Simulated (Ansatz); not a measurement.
From three elastic constants to directional properties of BaF$_{2}$

Theory: DFT PBE, scalar-relativistic, plane waves, PAW (Ansatz 0.2.0). Settings: 420 eV plane-wave cutoff, Γ-centred 6×6×6 mesh, fixed occupations. No spin polarisation.

The cell is fixed (symmetry leaves no force on the atoms) and stands under 0.0 GPa:
```
Ba F
1.0
     0.00000    3.12280    3.12280
     3.12280    0.00000    3.12280
     3.12280    3.12280    0.00000
Ba F
1 2
Cartesian
  0.0000 0.0000 0.0000
  1.5614 1.5614 1.5614
  4.6842 4.6842 4.6842
```

The cell is the ideal cubic fluorite prototype.

With ions relaxed, on the cubic axes: C11 = 87.5, C12 = 37.3, C44 = 23.1 GPa. The density is 4.780 g/cm³. Zone-centre modes weren't checked beside this run.

Task: Is the crystal stable against strain, and how anisotropic is it?

Result: Born's conditions hold: C11 + 2C12 = 162.0, C11 − C12 = 50.2 and C44 = 23.1 GPa are all positive. B = (C11 + 2C12)/3 = 54.0 GPa. The two shear moduli are C44 and C′ = (C11 − C12)/2 = 25.1 GPa, so Zener's ratio is A = C44/C′ = 0.92: nearly isotropic. The Cauchy pressure C12 − C44 is 14.2 GPa; it would vanish for pair forces between atoms on inversion centres at zero pressure, and a positive value is usual with metallic or many-body binding, and where atoms off inversion centres relax under shear, which lowers C44.

Task: Give the sound speeds along the three symmetry directions.

Result: The Christoffel equation gives ρv² for each branch:
```csv
direction,branch,ρv²,GPa,v (m/s)
[100],L,C11,87.5,4278
[100],T (×2),C44,23.1,2199
[110],L,(C11 + C12 + 2C44)/2,85.5,4229
[110],"T, u ∥ [001]",C44,23.1,2199
[110],"T, u ∥ [1-10]",(C11 − C12)/2,25.1,2291
[111],L,(C11 + 2C12 + 4C44)/3,84.8,4213
[111],T (×2),(C11 − C12 + C44)/3,24.4,2261
```

Task: How does Young's modulus depend on direction?

Result: Inverting gives S11 = 15.340, S12 = -4.584, S44 = 43.271 TPa⁻¹. Along a unit vector (l, m, n), 1/E = S11 − 2(S11 − S12 − S44/2)(l²m² + m²n² + n²l²), where the last bracket is 0, 1/4 and 1/3 for [100], [110] and [111]: E = 65, 62 and 61 GPa. With A < 1 the cube edge is stiffest. For a film on (001), the biaxial modulus is C11 + C12 − 2C12²/C11 = 93 GPa and the normal strain is −2C12/C11 = -0.85 times the in-plane one.